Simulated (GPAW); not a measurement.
## CsPbCl3 in GPAW: the effect of dispersion

The system is CsPbCl3.

```
CELL_PARAMETERS angstrom
5.60500 0.00000 0.00000
0.00000 5.60500 0.00000
0.00000 0.00000 5.60500
ATOMIC_POSITIONS crystal
Pb 0.50000 0.50000 0.50000
Cs 0.00000 0.00000 0.00000
Cl 0.50000 0.00000 0.50000
Cl 0.00000 0.50000 0.50000
Cl 0.50000 0.50000 0.00000
```

Alike in all runs:

| Quantity | Value |
| --- | --- |
| Program | GPAW 26.7.0 |
| Task | relaxation of cell and atoms |
| Functional | PBEsol |
| Potentials or basis | PAW data sets generated in the run's folder for this functional |
| Cutoff | 600 eV |
| Basis | pw |
| k mesh | 5 × 5 × 5 |
| Occupations | fermi-dirac, width 0.05 eV |
| Spin | no spin polarisation |

Each run relaxes the cell or the atoms first.

| dispersion | relaxed volume (Å³/atom) | gap on the mesh (eV) |
| --- | --- | --- |
| none | ? | ? |
| D3 | 34.52 | 2.76 |
| D3(BJ) | 34.02 | 2.72 |
| D3(BJ)-ATM | 34.13 | 2.73 |
| D4 | 34.60 | 2.77 |

What does the run with dispersion none give?

Relaxed volume 35.22 Å³/atom; gap on the mesh 2.81 eV.

Caveats: later steps reuse the first step's grids; spin-orbit coupling is left out, which as a rule narrows the gap of such compounds by several tenths of an eV; an odd mesh through Γ misses points on the zone boundary, where band edges often lie; the relaxation stopped at its first step, so nothing moved (some runs).

A gap of «none» marks a metal or a gap under the smearing width.

Runs at the PBE level aren't shown here.
